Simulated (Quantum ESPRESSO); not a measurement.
# MgO (P1) in Quantum ESPRESSO: convergence with wavefunction cutoff

Aim: find how far wavefunction cutoff must go before the results for MgO settle, at LDA. This setting moves, with any that are tied to it; all else stays.

Everything below comes from runs of Quantum ESPRESSO 7.5. Logs are shortened: lines on timing, memory, paths and dates and some standing lists are left out, and cuts for length are marked.

**1. The cell of the first run**

The typed cell holds 2 atoms: a = 2.966 Å, b = 2.966 Å, c = 2.966 Å, α = 60.00°, β = 60.00°, γ = 60.00°.

The cell is a database's computed one.

The cell isn't the ideal one: atoms moved at random, drawn with an rms of 0.02 Å.

**2. With wavefunction cutoff 14 Ry**

pw.in

```
&CONTROL
  calculation = 'scf'
  prefix = 'pwscf'
  outdir = './tmp'
  pseudo_dir = './pseudo'
  tprnfor = .true.
  tstress = .true.
  disk_io = 'nowf'
/
&SYSTEM
  ibrav = 0
  nat = 2
  ntyp = 2
  ecutwfc = 14
  ecutrho = 216
  nbnd = 14
  occupations = 'smearing'
  smearing = 'mp'
  degauss = 0.00734986
/
&ELECTRONS
  conv_thr = 4d-10
  electron_maxstep = 120
  mixing_beta = 0.5
/
ATOMIC_SPECIES
Mg    24.3050 Mg.LDA_PW-JTH.UPF
O     15.9990 O.LDA_PW-JTH.UPF
CELL_PARAMETERS angstrom
   0.0000000000    2.0970013927    2.0970013927
   2.0970013927    0.0000000000    2.0970013927
   2.0970013927    2.0970013927    0.0000000000
ATOMIC_POSITIONS crystal
Mg    -0.0035920000   -0.0040530000    0.0095850000
O      0.4991780000    0.5060980000    0.4910500000
K_POINTS automatic
11 11 11 0 0 0
```

Potentials or basis: JTH 2.0 LDA.

Run with:

```console
> OMP_NUM_THREADS=1 pw.x -in pw.in > pw.out
```

Run time: 12 s. Hardware: 1 thread of Arm Neoverse V1, shared host; peak memory 0.05 GiB.

What came out:

```yaml
Free_energy: -2440.4725 eV
Largest_force: 0.523 eV/Å
Band_gap_on_the_k_mesh: 3.30 eV, direct
```

**3. With wavefunction cutoff 18 Ry**

Edit pw.in of step 2 so:

```diff
@@ -13,3 +13,3 @@
   ntyp = 2
-  ecutwfc = 14
+  ecutwfc = 18
   ecutrho = 216
```

Potentials or basis: JTH 2.0 LDA.

Run with:

```console
> OMP_NUM_THREADS=1 pw.x -in pw.in > pw.out
```

Run time: 14 s. Hardware: 1 thread of Arm Neoverse V1, shared host; peak memory 0.05 GiB.

Results:

| Item | Value |
| --- | --- |
| Free energy | -2452.4218 eV |
| Largest force | 0.229 eV/Å |
| Band gap on the k mesh | 4.32 eV, indirect (least direct gap 4.37 eV) |

**4. With wavefunction cutoff 22 Ry**

Edit pw.in of step 3 so:

```diff
@@ -13,3 +13,3 @@
   ntyp = 2
-  ecutwfc = 18
+  ecutwfc = 22
   ecutrho = 216
```

Run with:

```console
> OMP_NUM_THREADS=1 pw.x -in pw.in > pw.out
```

It took 28 s on 1 thread of Arm Neoverse V1, shared host; peak memory 0.06 GiB.

What came out:

| Item | Value |
| --- | --- |
| Free energy | -2456.7424 eV |
| Largest force | 0.250 eV/Å |
| Band gap on the k mesh | 4.48 eV, indirect (least direct gap 4.55 eV) |

**5. With wavefunction cutoff 25 Ry**

Edit pw.in of step 4 so:

```diff
@@ -13,3 +13,3 @@
   ntyp = 2
-  ecutwfc = 22
+  ecutwfc = 25
   ecutrho = 216
```

Run with:

```console
> OMP_NUM_THREADS=1 pw.x -in pw.in > pw.out
```

Wall time 32 s (1 thread of Arm Neoverse V1, shared host); peak memory 0.07 GiB.

Results:

| Quantity | Value |
| --- | --- |
| Free energy | -2458.0914 eV |
| Largest force | 0.266 eV/Å |
| Band gap on the k mesh | 4.65 eV, direct |

**6. With wavefunction cutoff 29 Ry**

Edit pw.in of step 5 so:

```diff
@@ -13,4 +13,4 @@
   ntyp = 2
-  ecutwfc = 25
-  ecutrho = 216
+  ecutwfc = 29
+  ecutrho = 232
   nbnd = 14
```

Potentials or basis: JTH 2.0 LDA.

Run with:

```console
> OMP_NUM_THREADS=1 pw.x -in pw.in > pw.out
```

Run time: 24 s. Hardware: 1 thread of Arm Neoverse V1, shared host; peak memory 0.08 GiB.

The run converged. Its results:

```yaml
Free_energy: -2458.7937 eV
Largest_force: 0.256 eV/Å
Band_gap_on_the_k_mesh: 4.77 eV, direct
```

**7. With wavefunction cutoff 32 Ry**

Edit pw.in of step 6 so:

```diff
@@ -13,4 +13,4 @@
   ntyp = 2
-  ecutwfc = 29
-  ecutrho = 232
+  ecutwfc = 32
+  ecutrho = 256
   nbnd = 14
```

Run with:

```console
> OMP_NUM_THREADS=1 pw.x -in pw.in > pw.out
```

Wall time 55 s (1 thread of Arm Neoverse V1, shared host); peak memory 0.09 GiB.

Results (log left out):

| Item | Value |
| --- | --- |
| Free energy | -2458.9963 eV |
| Largest force | 0.252 eV/Å |
| Band gap on the k mesh | 4.75 eV, direct |

**8. With wavefunction cutoff 36 Ry**

Edit pw.in of step 7 so:

```diff
@@ -13,4 +13,4 @@
   ntyp = 2
-  ecutwfc = 32
-  ecutrho = 256
+  ecutwfc = 36
+  ecutrho = 288
   nbnd = 14
```

Run with:

```console
> OMP_NUM_THREADS=1 pw.x -in pw.in > pw.out
```

Wall time 59 s (1 thread of Arm Neoverse V1, shared host); peak memory 0.1 GiB.

The run converged. Its results:

- Free energy: -2459.1004 eV
- Largest force: 0.253 eV/Å
- Band gap on the k mesh: 4.78 eV, direct

**9. With wavefunction cutoff 43 Ry**

Edit pw.in of step 8 so:

```diff
@@ -13,4 +13,4 @@
   ntyp = 2
-  ecutwfc = 36
-  ecutrho = 288
+  ecutwfc = 43
+  ecutrho = 344
   nbnd = 14
```

Potentials or basis: JTH 2.0 LDA.

Run with:

```console
> OMP_NUM_THREADS=1 pw.x -in pw.in > pw.out
```

It took 63 s on 1 thread of Arm Neoverse V1, shared host; peak memory 0.12 GiB.

It converged, with:

| Item | Value |
| --- | --- |
| Free energy | -2459.1276 eV |
| Largest force | 0.253 eV/Å |
| Band gap on the k mesh | 4.78 eV, direct |

**10. With wavefunction cutoff 54 Ry**

Edit pw.in of step 9 so:

```diff
@@ -13,4 +13,4 @@
   ntyp = 2
-  ecutwfc = 43
-  ecutrho = 344
+  ecutwfc = 54
+  ecutrho = 432
   nbnd = 14
```

Potentials or basis: JTH 2.0 LDA.

Run with:

```console
> OMP_NUM_THREADS=1 pw.x -in pw.in > pw.out
```

pw.out:

```text
This program is part of the open-source Quantum ESPRESSO suite
     for quantum simulation of materials; please cite
         "P. Giannozzi et al., J. Phys.:Condens. Matter 21 395502 (2009);
         "P. Giannozzi et al., J. Phys.:Condens. Matter 29 465901 (2017);
         "P. Giannozzi et al., J. Chem. Phys. 152 154105 (2020);
     in publications or presentations arising from this work. More details at

     file Mg.LDA_PW-JTH.UPF: wavefunction(s)  3P renormalized
     file O.LDA_PW-JTH.UPF: wavefunction(s)  0S 2P 0P renormalized

     G-vector sticks info
     --------------------
     sticks:   dense  smooth     PW     G-vecs:    dense   smooth      PW
     Sum         931     463    151                18883     6615    1243

     Using Slab Decomposition

     bravais-lattice index     =            0
     lattice parameter (alat)  =       5.6042  a.u.
     unit-cell volume          =     124.4580 (a.u.)^3
     number of atoms/cell      =            2
     number of atomic types    =            2
     number of electrons       =        16.00
     number of Kohn-Sham states=           14
     kinetic-energy cutoff     =      54.0000  Ry
     charge density cutoff     =     432.0000  Ry
     scf convergence threshold =      4.0E-10
     mixing beta               =       0.5000
     number of iterations used =            8  plain     mixing
     Exchange-correlation= SLA PW NOGX NOGC
                           (   1   4   0   0   0   0   0)

     celldm(1)=   5.604187  celldm(2)=   0.000000  celldm(3)=   0.000000
     celldm(4)=   0.000000  celldm(5)=   0.000000  celldm(6)=   0.000000

     crystal axes: (cart. coord. in units of alat)
               a(1) = (   0.000000   0.707107   0.707107 )
               a(2) = (   0.707107   0.000000   0.707107 )
               a(3) = (   0.707107   0.707107   0.000000 )

     reciprocal axes: (cart. coord. in units 2 pi/alat)
               b(1) = ( -0.707107  0.707107  0.707107 )
               b(2) = (  0.707107 -0.707107  0.707107 )
               b(3) = (  0.707107  0.707107 -0.707107 )

     PseudoPot. # 1 for Mg read from file:
     Mg.LDA_PW-JTH.UPF
     Pseudo is Projector augmented-wave + core cor, Zval = 10.0
     Generated using ATOMPAW code
     Shape of augmentation charge: SINC**2
     Using radial grid of  976 points,  4 beta functions with:
                l(1) =   0
                l(2) =   0
                l(3) =   1
                l(4) =   1
     Q(r) pseudized with 0 coefficients

     PseudoPot. # 2 for O  read from file:
     O.LDA_PW-JTH.UPF
     Pseudo is Projector augmented-wave + core cor, Zval =  6.0
     Generated using ATOMPAW code
     Shape of augmentation charge: SINC**2
     Using radial grid of  943 points,  4 beta functions with:
                l(1) =   0
                l(2) =   0
                l(3) =   1
                l(4) =   1
     Q(r) pseudized with 0 coefficients

     atomic species   valence    mass     pseudopotential
     Mg               10.00    24.30500     Mg( 1.00)
     O                 6.00    15.99900     O ( 1.00)

     No symmetry found

   Cartesian axes

     site n.     atom                  positions (alat units)
         1        Mg     tau(   1) = (   0.0039117   0.0042377  -0.0054058  )
         2        O      tau(   2) = (   0.7050901   0.7001969   0.7108375  )

     number of k points=   666  Methfessel-Paxton smearing, width (Ry)=  0.0073

     Number of k-points >= 100: set verbosity='high' to print them.

     Dense  grid:    18883 G-vectors     FFT dimensions: (  40,  40,  40)

     Smooth grid:     6615 G-vectors     FFT dimensions: (  27,  27,  27)

     Initial potential from superposition of free atoms

     starting charge      15.9992, renormalised to      16.0000
     Starting wfcs are   16 randomized atomic wfcs

     Self-consistent Calculation

     iteration #  1     ecut=    54.00 Ry     beta= 0.50
     Davidson diagonalization with overlap
     ethr =  1.00E-02,  avg # of iterations =  4.5

     total energy              =    -180.61414543 Ry
     estimated scf accuracy    <       0.38519910 Ry

     iteration #  2     ecut=    54.00 Ry     beta= 0.50
     Davidson diagonalization with overlap
     ethr =  2.41E-03,  avg # of iterations =  2.0

     total energy              =    -180.72826585 Ry
     estimated scf accuracy    <       0.09002447 Ry

     iteration #  3     ecut=    54.00 Ry     beta= 0.50
     Davidson diagonalization with overlap
     ethr =  5.63E-04,  avg # of iterations =  2.1

     total energy              =    -180.74339669 Ry
     estimated scf accuracy    <       0.00304695 Ry

     iteration #  4     ecut=    54.00 Ry     beta= 0.50
     Davidson diagonalization with overlap
     ethr =  1.90E-05,  avg # of iterations =  2.8

     total energy              =    -180.74355944 Ry
     estimated scf accuracy    <       0.00004688 Ry

     iteration #  5     ecut=    54.00 Ry     beta= 0.50
     Davidson diagonalization with overlap
     ethr =  2.93E-07,  avg # of iterations =  2.4

     total energy              =    -180.74355982 Ry
     estimated scf accuracy    <       0.00000352 Ry

     iteration #  6     ecut=    54.00 Ry     beta= 0.50
     Davidson diagonalization with overlap
     ethr =  2.20E-08,  avg # of iterations =  1.6

     total energy              =    -180.74355999 Ry
     estimated scf accuracy    <       0.00000011 Ry

     iteration #  7     ecut=    54.00 Ry     beta= 0.50
     Davidson diagonalization with overlap
     ethr =  6.69E-10,  avg # of iterations =  1.1

     total energy              =    -180.74356000 Ry
     estimated scf accuracy    <          2.5E-09 Ry

     iteration #  8     ecut=    54.00 Ry     beta= 0.50
     Davidson diagonalization with overlap
     ethr =  1.59E-11,  avg # of iterations =  2.0

     End of self-consistent calculation

     Number of k-points >= 100: set verbosity='high' to print the bands.

     the Fermi energy is    11.4037 ev

!    total energy              =    -180.74356000 Ry
     total all-electron energy =      -180.743560 Ry
     estimated scf accuracy    <          2.1E-10 Ry
     smearing contrib. (-TS)   =       0.00000000 Ry
     internal energy E=F+TS    =    -180.74356000 Ry

     The total energy is F=E-TS. E is the sum of the following terms:
     one-electron contribution =     -88.72682214 Ry
     hartree contribution      =      28.84102259 Ry
     xc contribution           =     -20.24579074 Ry
     ewald contribution        =     -95.15937297 Ry
     one-center paw contrib.   =      -5.45259673 Ry

     convergence has been achieved in   8 iterations

     Forces acting on atoms (cartesian axes, Ry/au):

     atom    1 type  1   force =    -0.00371867   -0.00705677    0.00575951
     atom    2 type  2   force =     0.00371867    0.00705677   -0.00575951

     Total force =     0.013914     Total SCF correction =     0.000024

     Computing stress (Cartesian axis) and pressure

          total   stress  (Ry/bohr**3)                   (kbar)     P=      -35.56
  -0.00025200  -0.00000234   0.00000193          -37.07       -0.34        0.28
  -0.00000234  -0.00023205   0.00000363           -0.34      -34.14        0.53
   0.00000193   0.00000363  -0.00024120            0.28        0.53      -35.48

=------------------------------------------------------------------------------=
   JOB DONE.
=------------------------------------------------------------------------------=
```

Wall time 1.7 min (1 thread of Arm Neoverse V1, shared host); peak memory 0.17 GiB.

What came out:

```
Free energy            : -2459.1414 eV
Pressure               : -3.6 GPa
Largest force          : 0.253 eV/Å
Band gap on the k mesh : 4.79 eV, direct
```

**11. Summary**

| wavefunction cutoff | energy less the tightest run, at zero smearing (meV/atom) | largest force (eV/Å) | gap on the mesh (eV) | SCF cycles | CPU time (s) | peak memory (GiB) |
| --- | --- | --- | --- | --- | --- | --- |
| 14 Ry | 9334.44 | 0.523 | 3.305 | 7 | 12 | 0.05 |
| 18 Ry | 3359.82 | 0.229 | 4.322 | 7 | 14 | 0.05 |
| 22 Ry | 1199.49 | 0.250 | 4.478 | 7 | 28 | 0.06 |
| 25 Ry | 525.00 | 0.266 | 4.648 | 8 | 32 | 0.07 |
| 29 Ry | 173.86 | 0.256 | 4.766 | 8 | 24 | 0.08 |
| 32 Ry | 72.56 | 0.252 | 4.752 | 8 | 55 | 0.09 |
| 36 Ry | 20.49 | 0.253 | 4.781 | 8 | 59 | 0.1 |
| 43 Ry | 6.90 | 0.253 | 4.785 | 8 | 63 | 0.12 |
| 54 Ry | 0.00 | 0.253 | 4.786 | 8 | 100 | 0.17 |

Against the tightest run, the largest force stays within 0.005 eV/Å from 29 Ry on; the gap on the mesh stays within 0.01 eV from 36 Ry on. Not settled before the last step: the energy (to 1 meV/atom). The tightest run that finished is the yardstick and may itself not be fully converged.

Caveats: this smearing can shift energies of a crystal with a gap.
